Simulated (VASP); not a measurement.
# ZnSe (Stilleite) (F-43m) in VASP: notebook

One crystal, ZnSe (Stilleite), is run at these levels: LDA, PBE; tasks: relaxation of the atoms, relaxation of cell and atoms.

Program: VASP 6.6.1. These are calculated values, not measurements. Logs are shortened: lines on timing, memory, paths and dates and some standing lists are left out, and cuts for length are marked.

**Experimental background.**

“Alloy Disordering Effects on the Thermal Conductivity and Energy Gap Temperature Dependence of Cd1−xZnxSe Ternary Crystals Grown by the Bridgman Method”, 2023, pmc:10253836 reports, for a bulk crystal of ZnSe at 300 K: band gap 2.695 ± 0.003 eV (an exciton energy, a little under the gap).

The results are compared with them further down.

### 1 The crystal as given

Symmetry: F-43m, No. 216, cubic system. Conventional cell: a = 5.577 Å, b = 5.577 Å, c = 5.577 Å, α = 90.00°, β = 90.00°, γ = 90.00°. Around Zn (site symmetry -43m) lie 4 Se at 2.41 Å. Se (site symmetry -43m) is surrounded by 4 Zn at 2.41 Å.

### 2 Relaxation of the atoms, LDA

INCAR

```
SYSTEM = ZnSe
ALGO = Normal ; EDIFF = 1E-7
EDIFFG = -0.01 ; ENCUT = 600
IBRION = 2 ; ISIF = 2
ISMEAR = 0 ; LASPH = .True.
LCHARG = .False. ; LREAL = .False.
LWAVE = .False. ; NELM = 80
NSW = 40 ; PREC = Accurate
SIGMA = 0.03
```

KPOINTS

```
k-points
0
Gamma
  8 8 8
  0 0 0
```

POSCAR

```
ZnSe                                    
1.0
    0.0000000000      2.7882745086      2.7882745086
    2.7882745086      0.0000000000      2.7882745086
    2.7882745086      2.7882745086      0.0000000000
  Zn              Se            
     1     1
Direct
     0.0000000000000000    0.0000000000000000    0.0000000000000000
     0.2500000000000000    0.2500000000000000    0.2500000000000000
```

Potentials or basis: VASP PAW LDA potentials, release 64 (Zn, Se).

The run is started by

```sh
> cat potpaw_LDA.64/Zn/POTCAR potpaw_LDA.64/Se/POTCAR > POTCAR
> mpirun -np 1 vasp_std > vasp.out
```

OUTCAR:

```text
SYSTEM = ZnSe
   EDIFF = 1E-7
   EDIFFG = -0.01
   ENCUT = 600
   IBRION = 2
   ISIF = 2
   ISMEAR = 0
   LASPH = .True.
   LREAL = .False.
   NELM = 80
   NSW = 40
   PREC = Accurate

 ion  position               nearest neighbor table
   1  0.000  0.000  0.000-   2 2.41   2 2.41   2 2.41   2 2.41
   2  0.250  0.250  0.250-   1 2.41   1 2.41   1 2.41   1 2.41

  LATTYP: Found a face centered cubic cell.
 ALAT       =     5.5765490172

  Lattice vectors:

 A1 = (   0.0000000000,   2.7882745086,   2.7882745086)
 A2 = (   2.7882745086,   0.0000000000,   2.7882745086)
 A3 = (   2.7882745086,   2.7882745086,   0.0000000000)

Analysis of symmetry for initial positions (statically):
=====================================================================
 Subroutine PRICEL returns:
 Original cell was already a primitive cell.

 Routine SETGRP: Setting up the symmetry group for a
 face centered cubic supercell.

 Subroutine GETGRP returns: Found 24 space group operations
 (whereof 24 operations were pure point group operations)
 out of a pool of 48 trial point group operations.

The static configuration has the point symmetry T_d .

Analysis of symmetry for dynamics (positions and initial velocities):
=====================================================================
 Subroutine PRICEL returns:
 Original cell was already a primitive cell.

 Routine SETGRP: Setting up the symmetry group for a
 face centered cubic supercell.

 Subroutine GETGRP returns: Found 24 space group operations
 (whereof 24 operations were pure point group operations)
 out of a pool of 48 trial point group operations.

The dynamic configuration has the point symmetry T_d .

 Subroutine INISYM returns: Found 24 space group operations
 (whereof 24 operations are pure point group operations),
 and found     1 'primitive' translations

----------------------------------------------------------------------------------------

                                     Primitive cell

  volume of cell :      43.3547

  direct lattice vectors                    reciprocal lattice vectors
     0.000000000  2.788274509  2.788274509    -0.179322372  0.179322372  0.179322372
     2.788274509  0.000000000  2.788274509     0.179322372 -0.179322372  0.179322372
     2.788274509  2.788274509  0.000000000     0.179322372  0.179322372 -0.179322372

  length of vectors
     3.943215626  3.943215626  3.943215626     0.310595460  0.310595460  0.310595460

[... 86 lines left out ...]
   ISIF   =      2    stress and relaxation
   ISYM   =      2    0-nonsym 1-usesym 2-fastsym
   POTIM  = 0.5000    time-step for ionic-motion
   TEBEG  =    0.0;   TEEND  =   0.0 temperature during run
   PSTRESS=    0.0 pullay stress
   NELECT =      18.0000    total number of electrons
   NUPDOWN=      -1.0000    fix difference up-down
   EMIN   =  10.00;   EMAX   =-10.00  energy-range for DOS
   EFERMI =   0.00;   METHOD = LEGACY
   ISMEAR =     0;   SIGMA  =   0.03  broadening in eV -4-tet -1-fermi 0-gaus
   EFERMI_NEDOS =   21; number of points for ismear=-14 and -15
   IALGO  =     38    algorithm
   IMIX   =      4    mixing-type and parameters
     AMIX     =   0.40;   BMIX     =  1.00
     AMIX_MAG =   1.60;   BMIX_MAG =  1.00
  volume/ion in A,a.u.               =      21.68       146.29
  Fermi-wavevector in a.u.,A,eV,Ry     =   1.221294  2.307911 20.293885  1.491558
  Thomas-Fermi vector in A             =   2.356481
   LORBIT       =      0    0 simple, 1 ext, 2 COOP (PROOUT), +10 PAW based schemes
   GGA     = CA    functional components
   LHFCALC =     F    Hartree Fock is set to
   AEXX    =    0.0000 exact exchange contribution
   IVDW    =     0    specifies the selected vdW correction
   LEPSILON=     F    determine dielectric tensor
   LRPA    =     F    only Hartree local field effects (RPA)
 conjugate gradient relaxation of ions
 non-spin polarized calculation
 Gauss-broadening in eV      SIGMA  =   0.03
  energy-cutoff  :      600.00
  volume of cell :       43.35
 maximum number of plane-waves:      1459
   NGX = 15   NGY = 15   NGZ = 15

 number of electron      17.9999991 magnetization

 Free energy of the ion-electron system (eV)
  ---------------------------------------------------
  ext. energy  EPLUGINS =         0.00000000
  ---------------------------------------------------
  free energy    TOTEN  =        -7.37191155 eV

  energy without entropy =       -7.37191155  energy(sigma->0) =       -7.37191155

 E-fermi :   2.1438     XC(G=0):  -9.9160

 val. band max:        1.9465365599   @ k =   0.0000   0.0000   0.0000
 cond. band min:       3.2158198488   @ k =   0.0000   0.0000   0.0000
 fundamental gap:      1.2692832890
 Fermi energy:         2.1438332243

 k-point     1 :       0.0000    0.0000    0.0000
  band No.  band energies     occupation
      1     -11.6664      2.00000
      2      -4.9197      2.00000
      3      -4.9197      2.00000
      4      -4.9197      2.00000
      5      -4.5158      2.00000
      6      -4.5158      2.00000
      7       1.9465      2.00000
      8       1.9465      2.00000
      9       1.9465      2.00000
     10       3.2158      0.00000
     11       7.6316      0.00000
     12       7.6316      0.00000
     13       7.6316      0.00000
[... 354 lines left out ...]
  band No.  band energies     occupation
      1     -10.6388      2.00000
      2      -4.8114      2.00000
      3      -4.7671      2.00000
      4      -4.5558      2.00000
      5      -4.5087      2.00000
      6      -4.2792      2.00000
      7      -3.2893      2.00000
      8      -0.6774      2.00000
      9       0.3388      2.00000
     10       6.1863      0.00000
     11       7.3109      0.00000
     12       9.3738      0.00000
     13      10.6308      0.00000

 [... further k-points ...]
[... 5 lines left out ...]
  --------------------------------------------------------------------------------------
  -------------------------------------------------------------------------------------
  Total       -0.0052228     -0.0052228     -0.0052228      0.0000000      0.0000000     -0.0000000
  in kB       -0.1930088     -0.1930088     -0.1930088      0.0000000      0.0000000     -0.0000000
  external PRESSURE =      -0.1930088 kB  Pullay stress =       0.0000000 kB

 VOLUME and BASIS-vectors are now :
 -----------------------------------------------------------------------------
  energy-cutoff  :      600.00
  volume of cell :       43.35
      direct lattice vectors                 reciprocal lattice vectors
     0.000000000  2.788274509  2.788274509    -0.179322372  0.179322372  0.179322372
     2.788274509  0.000000000  2.788274509     0.179322372 -0.179322372  0.179322372
     2.788274509  2.788274509  0.000000000     0.179322372  0.179322372 -0.179322372

 POSITION                                       TOTAL-FORCE (eV/Angst)
 -----------------------------------------------------------------------------------
      0.00000      0.00000      0.00000        -0.000000     -0.000000     -0.000000
      1.39414      1.39414      1.39414         0.000000      0.000000      0.000000
 -----------------------------------------------------------------------------------
    total drift:                                0.000000      0.000000      0.000000

  FREE ENERGIE OF THE ION-ELECTRON SYSTEM (eV)
  ---------------------------------------------------
  free  energy   TOTEN  =        -7.3719115480 eV

  energy  without entropy=       -7.3719115480  energy(sigma->0) =       -7.37191155

 reached required accuracy - stopping structural energy minimisation
```

Wall time 10 s (1 thread of Intel Xeon Platinum 8559C (Emerald Rapids), shared host); peak memory 0.16 GiB.

Results:

```
Free energy             : -7.3719 eV
Pressure after relaxing : 0.0 GPa
Band gap on the k mesh  : 1.27 eV, direct
```

Final structure:
```
Zn Se
1.0
     0.00000    2.78827    2.78827
     2.78827    0.00000    2.78827
     2.78827    2.78827    0.00000
Zn Se
1 1
Direct
  0.00000 0.00000 0.00000
  0.25000 0.25000 0.25000
```

Caveat: the relaxation stopped at its first step, so nothing moved.

### 3 Relaxation of the atoms, LDA (a relaxed cell with its volume scaled by 1.02)

INCAR is that of step 2.

KPOINTS is that of step 2.

POSCAR

```
ZnSe                                    
1.0
    0.0000000000      2.8067404408      2.8067404408
    2.8067404408      0.0000000000      2.8067404408
    2.8067404408      2.8067404408      0.0000000000
  Zn              Se            
     1     1
Direct
     0.0000000000000000    0.0000000000000000    0.0000000000000000
     0.2500000000000000    0.2500000000000000    0.2500000000000000
```

Potentials or basis: VASP PAW LDA potentials, release 64 (Zn, Se).

The run is started by

```sh
> cat potpaw_LDA.64/Zn/POTCAR potpaw_LDA.64/Se/POTCAR > POTCAR
> mpirun -np 1 vasp_std > vasp.out
```

Run time: 9.4 s. Hardware: 1 thread of Intel Xeon Platinum 8559C (Emerald Rapids), shared host; peak memory 0.16 GiB.

Results (log left out):

| Property | Result |
| --- | --- |
| Free energy | -7.3683 eV |
| Pressure after relaxing | -1.4 GPa |
| Band gap on the k mesh | 1.19 eV, direct |

Final structure:
```
Zn Se
1.0
     0.00000    2.80674    2.80674
     2.80674    0.00000    2.80674
     2.80674    2.80674    0.00000
Zn Se
1 1
Direct
  0.00000 0.00000 0.00000
  0.25000 0.25000 0.25000
```

Levels at points of the mesh, in eV from the valence-band top:
| k point | band 6 | band 7 | band 8 | band 9 | band 10 | band 11 | band 12 | band 13 |
| --- | --- | --- | --- | --- | --- | --- | --- | --- |
| (0.00, 0.00, 0.00) | -6.40 | 0.00 | 0.00 | 0.00 | 1.19 | 5.69 | 5.69 | 5.69 |
| (0.50, 0.00, 0.00) | -6.23 | -5.48 | -0.92 | -0.92 | 2.42 | 6.28 | 6.28 | 8.43 |
| (0.50, 0.50, 0.00) | -6.21 | -4.96 | -2.31 | -2.31 | 2.74 | 3.32 | 10.73 | 11.29 |

Caveat: the relaxation stopped at its first step, so nothing moved.

### 4 Relaxation of the atoms, LDA (a relaxed cell with its volume scaled by 1.04)

INCAR is that of step 3.

KPOINTS is that of step 3.

POSCAR

```
ZnSe                                    
1.0
    0.0000000000      2.8249665388      2.8249665388
    2.8249665388      0.0000000000      2.8249665388
    2.8249665388      2.8249665388      0.0000000000
  Zn              Se            
     1     1
Direct
     0.0000000000000000    0.0000000000000000    0.0000000000000000
     0.2500000000000000    0.2500000000000000    0.2500000000000000
```

The run is started by

```sh
> cat potpaw_LDA.64/Zn/POTCAR potpaw_LDA.64/Se/POTCAR > POTCAR
> mpirun -np 1 vasp_std > vasp.out
```

It took 9.5 s on 1 thread of Intel Xeon Platinum 8559C (Emerald Rapids), shared host; peak memory 0.16 GiB.

It converged, with:

```
Free energy             : -7.3578 eV
Pressure after relaxing : -2.6 GPa
Band gap on the k mesh  : 1.11 eV, direct
```

Final structure:
```
Zn Se
1.0
     0.00000    2.82497    2.82497
     2.82497    0.00000    2.82497
     2.82497    2.82497    0.00000
Zn Se
1 1
Direct
  0.00000 0.00000 0.00000
  0.25000 0.25000 0.25000
```

Levels at points of the mesh, in eV from the valence-band top:
```tsv
k point	band 5	band 6	band 7	band 8	band 9	band 10	band 11	band 12	band 13
(0.00, 0.00, 0.00)	-6.34	-6.34	0.00	0.00	0.00	1.11	5.70	5.70	5.70
(0.50, 0.00, 0.00)	-6.33	-6.18	-5.35	-0.89	-0.89	2.39	6.28	6.28	8.38
(0.50, 0.50, 0.00)	-6.30	-6.16	-4.87	-2.24	-2.24	2.79	3.32	10.59	11.15
```

Caveat: the relaxation stopped at its first step, so nothing moved.

### 5 Relaxation of the atoms, LDA (a relaxed cell with its volume scaled by 1.06)

INCAR is that of step 4.

KPOINTS is that of step 4.

POSCAR

```
ZnSe                                    
1.0
    0.0000000000      2.8429604414      2.8429604414
    2.8429604414      0.0000000000      2.8429604414
    2.8429604414      2.8429604414      0.0000000000
  Zn              Se            
     1     1
Direct
     0.0000000000000000    0.0000000000000000    0.0000000000000000
     0.2500000000000000    0.2500000000000000    0.2500000000000000
```

The run is started by

```sh
> cat potpaw_LDA.64/Zn/POTCAR potpaw_LDA.64/Se/POTCAR > POTCAR
> mpirun -np 1 vasp_std > vasp.out
```

It took 10 s on 1 thread of Intel Xeon Platinum 8559C (Emerald Rapids), shared host; peak memory 0.16 GiB.

Results (log left out):

```yaml
Free_energy: -7.3410 eV
Pressure_after_relaxing: -3.7 GPa
Band_gap_on_the_k_mesh: 1.03 eV, direct
```

Final structure:
```cif
data_structure
_symmetry_space_group_name_H-M 'P 1'
_symmetry_Int_Tables_number 1
_cell_length_a 4.0206
_cell_length_b 4.0206
_cell_length_c 4.0206
_cell_angle_alpha 60.000
_cell_angle_beta 60.000
_cell_angle_gamma 60.000
_cell_volume 45.96
loop_
_atom_site_label
_atom_site_type_symbol
_atom_site_fract_x
_atom_site_fract_y
_atom_site_fract_z
_atom_site_occupancy
Zn1 Zn 0.00000 0.00000 0.00000 1
Se1 Se 0.25000 0.25000 0.25000 1
```

Levels at points of the mesh, in eV from the valence-band top:
```tsv
k point	band 5	band 6	band 7	band 8	band 9	band 10	band 11	band 12	band 13
(0.00, 0.00, 0.00)	-6.29	-6.29	0.00	0.00	0.00	1.03	5.70	5.70	5.70
(0.50, 0.00, 0.00)	-6.27	-6.14	-5.23	-0.86	-0.86	2.35	6.29	6.29	8.32
(0.50, 0.50, 0.00)	-6.25	-6.11	-4.79	-2.17	-2.17	2.83	3.32	10.45	11.02
```

Caveat: the relaxation stopped at its first step, so nothing moved.

### 6 Relaxation of cell and atoms, PBE

This run uses another cell than the first one, of 22.76 Å³/atom, 1.050 times its volume.

INCAR

```
PREC     = Accurate       # precision mode
ENCUT    = 600            # plane-wave cutoff, eV
EDIFF    = 1E-6           # SCF threshold, eV
ISMEAR   = 0              # smearing method
SIGMA    = 0.03           # smearing width, eV
LREAL    = False          # projectors in reciprocal space
LASPH    = True           # aspherical terms in the spheres
NELM     = 80             # most SCF steps
ALGO     = Normal         # electronic algorithm
ISIF     = 3              # what is computed and relaxed
LWAVE    = False          # write WAVECAR
LCHARG   = False          # write CHGCAR
GGA      = PE             # functional
IBRION   = 2              # ionic algorithm
NSW      = 90             # ionic steps
EDIFFG   = -0.01          # ionic threshold
```

KPOINTS

```
regular mesh
0
Gamma
  8 8 8
```

POSCAR

```
ZnSe
1.0
    0.0000000000      2.8338000000      2.8338000000
    2.8338000000      0.0000000000      2.8338000000
    2.8338000000      2.8338000000      0.0000000000
Zn Se
1 1
Direct
    0.0000000000      0.0000000000      0.0000000000
    0.2500000000      0.2500000000      0.2500000000
```

Potentials or basis: VASP PAW PBE potentials, release 64 (Zn, Se).

The run is started by

```sh
> cat potpaw_PBE.64/Zn/POTCAR potpaw_PBE.64/Se/POTCAR > POTCAR
> mpirun -np 1 vasp_std > vasp.out
```

Run time: 27 s. Hardware: 1 thread of AMD EPYC 9R45 (Zen 5), shared host; peak memory 0.17 GiB.

The run converged. Its results:

* Free energy: -6.0321 eV
* Relaxed volume: 23.66 Å³/atom
* Relaxed cell: a = 4.060 Å, b = 4.060 Å, c = 4.060 Å, α = 60.00°, β = 60.00°, γ = 60.00°
* Space group after relaxing (to 0.05 Å): F-43m (No. 216)
* Energy gained by relaxing: 6.1 meV/atom
* Ionic steps: 4
* Pressure after relaxing: -0.1 GPa
* Band gap on the k mesh: 1.13 eV, direct

Step by step:
```csv
step,energy change (eV),largest force (eV/Å),pressure (GPa),volume (Å³)
1,0.0000,0.0000,2.34,45.51
2,-0.0114,0.0000,-0.55,47.73
3,-0.0122,0.0000,0.11,47.25
4,-0.0122,0.0000,-0.06,47.33
```

Final structure:
```
CELL_PARAMETERS angstrom
0.00000 2.87100 2.87100
2.87100 0.00000 2.87100
2.87100 2.87100 0.00000
ATOMIC_POSITIONS crystal
Zn 0.00000 0.00000 0.00000
Se 0.25000 0.25000 0.25000
```

Levels at points of the mesh, in eV from the valence-band top:
| k point | band 7 | band 8 | band 9 | band 10 | band 11 | band 12 |
| --- | --- | --- | --- | --- | --- | --- |
| (0.00, 0.00, 0.00) | 0.00 | 0.00 | 0.00 | 1.13 | 5.81 | 5.81 |
| (0.50, 0.00, 0.00) | -4.98 | -0.81 | -0.81 | 2.47 | 6.39 | 6.39 |
| (0.50, 0.50, 0.00) | -4.58 | -2.05 | -2.05 | 3.07 | 3.46 | 10.46 |

PBE usually gives volumes a little too large and moduli too small. Zero-point motion and thermal expansion aren't in these numbers.

### 7 Overview

```tsv
task	level	potentials or basis	cell	gap on the mesh (eV)	pressure (GPa)
relaxation of the atoms	LDA	VASP PAW LDA potentials, release 64 (Zn, Se)	atoms relaxed	1.27	0.0
relaxation of the atoms	LDA	VASP PAW LDA potentials, release 64 (Zn, Se)	atoms relaxed from: a relaxed cell with its volume scaled by 1.02	1.19	-1.4
relaxation of the atoms	LDA	VASP PAW LDA potentials, release 64 (Zn, Se)	atoms relaxed from: a relaxed cell with its volume scaled by 1.04	1.11	-2.6
relaxation of the atoms	LDA	VASP PAW LDA potentials, release 64 (Zn, Se)	atoms relaxed from: a relaxed cell with its volume scaled by 1.06	1.03	-3.7
relaxation of cell and atoms	PBE	VASP PAW PBE potentials, release 64 (Zn, Se)	relaxed	1.13	-0.1
```

Alike in all rows: no spin polarisation; k mesh 8 × 8 × 8; cutoff (eV) 600; smearing gaussian 0.03 eV.

Caveats: the relaxation stopped at its first step, so nothing moved (some runs).

Absolute energies hang on the potentials; compare differences alone.

### 8 Comparison with measurements

Step 2. Measured gap of ZnSe: 2.695 eV (an exciton energy, a little under the gap; 300 K; “Alloy Disordering Effects on the Thermal Conductivity and Energy Gap Temperature Dependence of Cd1−xZnxSe Ternary Crystals Grown by the Bridgman Method”, 2023, pmc:10253836). This calculation gives 1.27 eV (-1.43 eV). So large a miss can be the level of theory's own, or it may mean another phase, state or a wrong row. Spin-orbit coupling on Se is left out. The value is that of LDA, without temperature or zero-point motion. Semilocal functionals fall short of measured gaps as a rule.
